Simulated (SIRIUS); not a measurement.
## Al2Pt: band structure with PBE

Crystal: Al2Pt.

```
Pt Al
1.0
     0.00000    2.95500    2.95500
     2.95500    0.00000    2.95500
     2.95500    2.95500    0.00000
Pt Al
1 2
Cartesian
  0.0000 0.0000 0.0000
  4.4325 4.4325 4.4325
  1.4775 1.4775 1.4775
```

* Program: SIRIUS 7.12.0
* Task: band structure
* Functional: PBE
* Potentials or basis: all-electron FP-LAPW
* Cutoff: 177 eV
* Basis: apw+lo standard
* k mesh: 8 × 8 × 8
* Occupations: fermi-dirac, width 0.05 eV
* Spin: spin-orbit coupling, no magnetisation
* Muffin tin radii: Al 2.21, Pt 2.55 bohr
* Basis cutoff (gk_cutoff): 3.61 1/bohr
* Cutoff of density and potential (pw_cutoff): 20 1/bohr
* lmax of the basis: 11
* lmax of density and potential: 8
* Valence relativity: iora
* Core states: Al 1s, Pt 1s2s2p3s3p3d4s4p4d
* Local orbitals (radial functions): Al 12, Pt 17
* Reference energy of the basis: 0.27 Ha
* Smallest sphere radius times basis cutoff: 7.98
* Start of the SCF: LDA density

```
Band gap along the path                           : none (metal or under the smearing width)
All electrons inside the program's atomic spheres : Pt 76.98; Al 11.27 (radii Al 2.21, Pt 2.55 bohr)
```

Levels at the corners of the path, in eV from the Fermi level:
```csv
point,band 51,band 52,band 53,band 54,band 55,band 56,band 57,band 58
Γ,2.95,2.95,3.42,3.42,3.42,3.42,4.60,4.60
X,-3.06,-3.06,-1.80,-1.80,-1.39,-1.39,3.15,3.15
W,-2.73,-2.73,-2.53,-2.53,-0.86,-0.86,5.13,5.13
K,-3.09,-3.09,-1.91,-1.90,-0.59,-0.59,3.30,3.30
Γ,2.95,2.95,3.42,3.42,3.42,3.42,4.60,4.60
L,-2.96,-2.96,0.75,0.75,1.29,1.29,3.77,3.77
U,-3.09,-3.09,-1.91,-1.91,-0.59,-0.59,3.30,3.30
W,-2.73,-2.73,-2.53,-2.53,-0.86,-0.86,5.13,5.13
L,-2.96,-2.96,0.75,0.75,1.29,1.29,3.77,3.77
K,-3.09,-3.09,-1.91,-1.90,-0.59,-0.59,3.30,3.30
```

Run time: 6.1 min on 1 thread of Arm Neoverse V1 (shared host), peak memory 1.7 GiB.

Caveat: the basis has no p1/2 orbitals, so spin-orbit splittings of heavy p shells come out too small; spin-orbit coupling enters by second variation, whose total energy isn't converged in the number of states and isn't listed, and the forces lack its term.
